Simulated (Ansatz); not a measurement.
**MgH₂: relaxation of cell and atoms**

The calculation used Ansatz 0.2.0, DFT, PBE, PAW with Ansatz's default frozen-core files, scalar-relativistic.

Command: `ansatz run input.yaml --threads 1 --pin off --max-ram 4096MiB --backend cpu --events-out ev --progress --plain --runs-dir out` The run took 5.5 s on 1 thread of Intel(R) Xeon(R) 6975P-C (Granite Rapids) (shared host), peak memory 0.36 GiB.

```yaml
crystal:
  lattice:
    - [0.0, 2.5553258337, 2.5553258337]
    - [2.5553258337, 0.0, 2.5553258337]
    - [2.5553258337, 2.5553258337, 0.0]
  atoms:
    - { symbol: Mg, position: [0.0, 0.0, 0.0] }
    - { symbol: H, position: [0.25, 0.25, 0.25] }
    - { symbol: H, position: [0.75, 0.75, 0.75] }
kpoints:
  mp_grid: { grid: [14, 14, 14] }
scf:
  occupations: { method: fermi_dirac, width: 0.05 }
hamiltonian:
  xc: pbe
  pseudopotentials: { kind: paw }
output:
  forces: true
  stress: true
relax:
  f_tol: 0.005
  max_steps: 80
  cell: {}
```

The cell is built from the fluorite type as a first guess.

The cutoff is 420 eV; energies and pressures of the walk include the program's estimate of the Pulay term.

Each frame lists the cell vectors (Å), then Cartesian positions (Å); symmetry keeps all forces zero. Free energies count from the first step, -1955.5579 eV.

The walk took 7 evaluations in all; steps that aren't listed are left out.

Step 1: E = 0.0 meV, P = -8.76 GPa

```
cell 0.0000 2.5553 2.5553 2.5553 0.0000 2.5553 2.5553 2.5553 0.0000
Mg    0.0000    0.0000    0.0000
H     1.2777    1.2777    1.2777
H     3.8330    3.8330    3.8330
```

Step 2: E = -188.9 meV, P = -3.36 GPa

```
cell 0.0000 2.4308 2.4308 2.4308 0.0000 2.4308 2.4308 2.4308 0.0000
Mg    0.0000    0.0000    0.0000
H     1.2154    1.2154    1.2154
H     3.6461    3.6461    3.6461
```

Step 3:

```
cell 0.0000 2.3644 2.3644 2.3644 0.0000 2.3644 2.3644 2.3644 0.0000
Mg    0.0000    0.0000    0.0000
H     1.1822    1.1822    1.1822
H     3.5467    3.5467    3.5467
```

(1) Give the energy, pressure of step 3.

(2) How does the relaxation end?

Answers

(1) E = -208.3 meV, P = 1.21 GPa
```
Mg    0.0000    0.0000    0.0000
H     1.1822    1.1822    1.1822
H     3.5467    3.5467    3.5467
```

(2) It converges, with a = 4.757 Å, b = 4.757 Å, c = 4.757 Å, α = 90.00°, β = 90.00°, γ = 90.00° (conventional cell, space group Fm-3m). The last solve (on a basis chosen afresh for the final cell, so its energy is not quite comparable) gives E = -206.8 meV, P = 0.00 GPa:
```
cell 0.0000 2.3787 2.3787 2.3787 0.0000 2.3787 2.3787 2.3787 0.0000
Mg    0.0000    0.0000    0.0000
H     1.1894    1.1894    1.1894
H     3.5681    3.5681    3.5681
```
